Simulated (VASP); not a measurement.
# Sb in VASP: settings compared, part 3 of 3

VASP 6.6.1. The steps go on from the part before.

## Step 4: Work function, HSE06

The input, POSCAR:

```
Sb                                      
1.0
    4.0737569013      0.0000000000      0.0000000000
   -2.0368784507      3.5279769679      0.0000000000
    0.0000000000      0.0000000000     17.6500000000
  Sb            
     2
Direct
     0.3333330000000032    0.6666669999999968    0.4536957422252333
     0.6666669999999968    0.3333330000000032    0.5463042577747665
```

The input, INCAR.step1:

```
PREC     = Accurate       # precision mode
ENCUT    = 520            # plane-wave cutoff, eV
EDIFF    = 1E-5           # SCF threshold, eV
ISMEAR   = 0              # smearing method
SIGMA    = 0.03           # smearing width, eV
LREAL    = False          # projectors in reciprocal space
LASPH    = True           # aspherical terms in the spheres
NELM     = 60             # most SCF steps
ALGO     = Normal         # electronic algorithm
ISIF     = 2              # what is computed and relaxed
LWAVE    = True           # write WAVECAR
LDIPOL   = True         
IDIPOL   = 3            
DIPOL    = 0.5 0.5 0.500
GGA      = PE             # functional
KPAR     = 4
```

The input, INCAR.step2:

```
PREC     = Accurate       # precision mode
ENCUT    = 520            # plane-wave cutoff, eV
EDIFF    = 1E-6           # SCF threshold, eV
ISMEAR   = 0              # smearing method
SIGMA    = 0.03           # smearing width, eV
LREAL    = False          # projectors in reciprocal space
LASPH    = True           # aspherical terms in the spheres
NELM     = 60             # most SCF steps
ALGO     = Normal         # electronic algorithm
ISIF     = 2              # what is computed and relaxed
LWAVE    = False          # write WAVECAR
LCHARG   = True           # write CHGCAR
LDIPOL   = True         
IDIPOL   = 3            
DIPOL    = 0.5 0.5 0.500
GGA      = PE             # functional
LHFCALC  = True           # exact exchange
HFSCREEN = 0.2            # screening, 1/A
PRECFOCK = Fast         
LVHAR    = True         
LVACPOTAV= True         
ISTART   = 1            
KPAR     = 4
```

The input, KPOINTS:

```
Automatic mesh
0
Gamma
  6 6 1
```

Potentials or basis: VASP PAW PBE potentials, release 64 (Sb).

Run with:

```
cat potpaw_PBE.64/Sb/POTCAR > POTCAR
cp INCAR.step1 INCAR
mpirun -np 4 vasp_std > vasp.out
cp INCAR.step2 INCAR
mpirun -np 4 vasp_std > vasp.out
```

OUTCAR:

```text
PREC = Accurate
   ENCUT = 520
   EDIFF = 1E-6
   ISMEAR = 0
   LREAL = False
   LASPH = True
   NELM = 60
   ISIF = 2
   GGA = PE
   LHFCALC = True
   HFSCREEN = 0.2
   PRECFOCK = Fast
   ISTART = 1

 ion  position               nearest neighbor table
   1  0.333  0.667  0.454-   2 2.86   2 2.86   2 2.86
   2  0.667  0.333  0.546-   1 2.86   1 2.86   1 2.86

  LATTYP: Found a hexagonal cell.
 ALAT       =     4.0737569013
 C/A-ratio  =     4.3326100275

  Lattice vectors:

 A1 = (   4.0737569013,   0.0000000000,   0.0000000000)
 A2 = (  -2.0368784507,   3.5279769679,   0.0000000000)
 A3 = (   0.0000000000,   0.0000000000,  17.6500000000)

Analysis of symmetry for initial positions (statically):
=====================================================================
 Subroutine PRICEL returns:
 Original cell was already a primitive cell.

 Routine SETGRP: Setting up the symmetry group for a
 hexagonal supercell.

 Subroutine GETGRP returns: Found 12 space group operations
 (whereof 12 operations were pure point group operations)
 out of a pool of 24 trial point group operations.

The static configuration has the point symmetry D_3d.

Analysis of symmetry for dynamics (positions and initial velocities):
=====================================================================
 Subroutine PRICEL returns:
 Original cell was already a primitive cell.

 Routine SETGRP: Setting up the symmetry group for a
 hexagonal supercell.

 Subroutine GETGRP returns: Found 12 space group operations
 (whereof 12 operations were pure point group operations)
 out of a pool of 24 trial point group operations.

The dynamic configuration has the point symmetry D_3d.

 Subroutine INISYM returns: Found 12 space group operations
 (whereof 12 operations are pure point group operations),
 and found     1 'primitive' translations

[... 111 lines left out ...]
   ENCUTFOCK=  -1.0 apply spherical cutoff to Coloumb kernel
   IVDW    =     0    specifies the selected vdW correction
   LEPSILON=     F    determine dielectric tensor
   LRPA    =     F    only Hartree local field effects (RPA)
 non-spin polarized calculation
 Gauss-broadening in eV      SIGMA  =   0.03
  energy-cutoff  :      520.00
  volume of cell :      253.67
 maximum number of plane-waves:      6875
  NGX = 18; NGY = 18; NGZ = 80

 number of electron      10.0000000 magnetization

 dipolmoment           0.000000      0.000000     -0.000000 electrons x Angstroem

 Free energy of the ion-electron system (eV)
  ---------------------------------------------------
  ext. energy  EPLUGINS =         0.00000000
  ---------------------------------------------------
  free energy    TOTEN  =       -10.04707083 eV

  energy without entropy =      -10.04707083  energy(sigma->0) =      -10.04707083

 E-fermi :  -2.3251     XC(G=0):  -2.5727

 val. band max:       -2.5057824344   @ k =   0.0000   0.0000   0.0000
 cond. band min:      -0.7136724866   @ k =   0.3333  -0.0000   0.0000
 fundamental gap:      1.7921099478
 Fermi energy:        -2.3251244114

 k-point     1 :       0.0000    0.0000    0.0000
  band No.  band energies     occupation
      1     -15.1093      2.00000
      2      -9.4079      2.00000
      3      -3.2128      2.00000
      4      -2.5058      2.00000
      5      -2.5058      2.00000
      6      -0.1824      0.00000
      7       0.9929      0.00000
      8       0.9929      0.00000
      9       2.3511      0.00000
[... 61 lines left out ...]
 k-point     7 :       0.3333    0.3333    0.0000
  band No.  band energies     occupation
      1     -11.8572      2.00000
      2     -11.8572      2.00000
      3      -6.5119      2.00000
      4      -4.5379      2.00000
      5      -4.5379      2.00000
      6      -0.5053      0.00000
      7       1.8455      0.00000
      8       1.8455      0.00000
      9       4.7657      0.00000

------------------------ aborting loop because EDIFF is reached ----------------------------------------

  FORCE on cell =-STRESS in cart. coord.  units (eV):
  Direction    XX          YY          ZZ          XY          YZ          ZX
  --------------------------------------------------------------------------------------
  -------------------------------------------------------------------------------------
  Total       -0.3589959     -0.3589959     -0.6077207      0.0000000      0.0000000      0.0000000
  in kB       -2.2674334     -2.2674334     -3.8383897      0.0000000      0.0000000      0.0000000
  external PRESSURE =      -2.7910855 kB  Pullay stress =       0.0000000 kB

 VOLUME and BASIS-vectors are now :
 -----------------------------------------------------------------------------
  energy-cutoff  :      520.00
  volume of cell :      253.67
      direct lattice vectors                 reciprocal lattice vectors
     4.073756901  0.000000000  0.000000000     0.245473656  0.141724281  0.000000000
    -2.036878451  3.527976968  0.000000000     0.000000000  0.283448562  0.000000000
     0.000000000  0.000000000 17.650000000     0.000000000  0.000000000  0.056657224

 POSITION                                       TOTAL-FORCE (eV/Angst)
 -----------------------------------------------------------------------------------
     -0.00000      2.35199      8.00773         0.000000      0.000000      0.369153
      2.03688      1.17599      9.64227        -0.000000     -0.000000     -0.369153
 -----------------------------------------------------------------------------------
    total drift:                                0.000000      0.000000     -0.000000

  FREE ENERGIE OF THE ION-ELECTRON SYSTEM (eV)
  ---------------------------------------------------
  free  energy   TOTEN  =       -10.0470708306 eV

  energy  without entropy=      -10.0470708306  energy(sigma->0) =      -10.04707083

 vacuum level on the upper side and lower side of the slab         2.720         2.720
```

OUTCAR.step1:

```text
PREC = Accurate
   ENCUT = 520
   EDIFF = 1E-5
   ISMEAR = 0
   LREAL = False
   LASPH = True
   NELM = 60
   ISIF = 2
   GGA = PE

[... 287 lines left out ...]
     -0.00000      2.35199      8.00773         0.000000     -0.000000     -0.225968
      2.03688      1.17599      9.64227        -0.000000      0.000000      0.225968
 -----------------------------------------------------------------------------------
    total drift:                                0.000000      0.000000      0.000000

  FREE ENERGIE OF THE ION-ELECTRON SYSTEM (eV)
  ---------------------------------------------------
  free  energy   TOTEN  =        -8.0789701320 eV

  energy  without entropy=       -8.0789701320  energy(sigma->0) =       -8.07897013

 vacuum level on the upper side and lower side of the slab         2.560         2.560
```

OSZICAR.step1:

```text
N       E                     dE             d eps       ncg     rms          rms(c)
DAV:   1     0.532127289024E+02    0.53213E+02   -0.27752E+03   126   0.710E+02
DAV:   2    -0.448437917070E+01   -0.57697E+02   -0.54208E+02   183   0.100E+02
DAV:   3    -0.805419587559E+01   -0.35698E+01   -0.35643E+01   164   0.355E+01
DAV:   4    -0.812638266760E+01   -0.72187E-01   -0.72139E-01   176   0.620E+00
DAV:   5    -0.812699580003E+01   -0.61313E-03   -0.61312E-03   166   0.688E-01    0.305E+00
DAV:   6    -0.809802240925E+01    0.28973E-01   -0.17002E-02   148   0.763E-01    0.189E+00
DAV:   7    -0.807898750629E+01    0.19035E-01   -0.44235E-02   147   0.122E+00    0.104E-01
DAV:   8    -0.807894642581E+01    0.41080E-04   -0.19093E-03   183   0.279E-01    0.312E-02
DAV:   9    -0.807881198923E+01    0.13444E-03   -0.22655E-04   192   0.862E-02    0.178E-02
DAV:  10    -0.807878662218E+01    0.25367E-04   -0.12243E-04   191   0.470E-02    0.919E-03
DAV:  11    -0.807883586923E+01   -0.49247E-04   -0.35043E-05   131   0.241E-02    0.701E-03
DAV:  12    -0.807889400982E+01   -0.58141E-04   -0.26917E-05   146   0.241E-02    0.292E-03
DAV:  13    -0.807891768219E+01   -0.23672E-04   -0.54699E-06   177   0.117E-02    0.149E-03
DAV:  14    -0.807893692871E+01   -0.19247E-04   -0.20888E-06   164   0.569E-03    0.895E-04
DAV:  15    -0.807896071550E+01   -0.23787E-04   -0.17781E-06   149   0.424E-03    0.435E-04
DAV:  16    -0.807897013200E+01   -0.94165E-05   -0.56696E-07   106   0.202E-03
   1 F= -.80789701E+01 E0= -.80789701E+01  d E =-.253018E-13
```

It took 2.1 min on 4 MPI ranks of Intel Xeon Platinum 8488C (Sapphire Rapids), shared host; peak memory 0.43 GiB.

What came out:

```yaml
Free_energy: -10.0471 eV
Largest_force: 0.369 eV/Å
Band_gap_on_the_k_mesh: 1.79 eV, indirect (least direct gap 2.32 eV)
Ionisation_potential_of_the_upper_face: 5.23 eV
```

Forces in eV/Å, atoms in the order of the input:
```
Sb   0.000  0.000  0.369
Sb   0.000  0.000 -0.369
```

Levels at points of the mesh, in eV from the valence-band top:
| k point | band 3 | band 4 | band 5 | band 6 | band 7 | band 8 |
| --- | --- | --- | --- | --- | --- | --- |
| (0.00, 0.00, 0.00) | -0.71 | 0.00 | 0.00 | 2.32 | 3.50 | 3.50 |
| (0.50, 0.00, 0.00) | -3.31 | -1.78 | -1.64 | 2.19 | 3.02 | 4.35 |

Caveat: the PAW data sets were made with another functional, which shifts forces and pressure a little; spin-orbit coupling is left out, which moves the levels of the heavy elements.

## Step 5: Summary

| level | spin | k mesh | grid for exact exchange (PRECFOCK) | screening parameter | gap on the mesh (eV) | largest force (eV/Å) |
| --- | --- | --- | --- | --- | --- | --- |
| PBE | off | 12 × 12 × 1 | - | - | 1.24 | 0.25 |
| PBE | non-collinear, zero start, SOC | 12 × 12 × 1 | - | - | - | 0.26 |
| HSE06 | off | 6 × 6 × 1 | Fast | 0.2 1/A | 1.79 | 0.37 |

Alike in all rows: task work function; potentials or basis VASP PAW PBE potentials, release 64 (Sb); cell as given; cutoff (eV) 520; smearing gaussian 0.03 eV.

Caveats: spin-orbit coupling is left out, which moves the levels of the heavy elements (some runs); the PAW data sets were made with another functional, which shifts forces and pressure a little (some runs).

Total energies depend on the potentials used, so only differences within one code and one set of settings carry meaning.
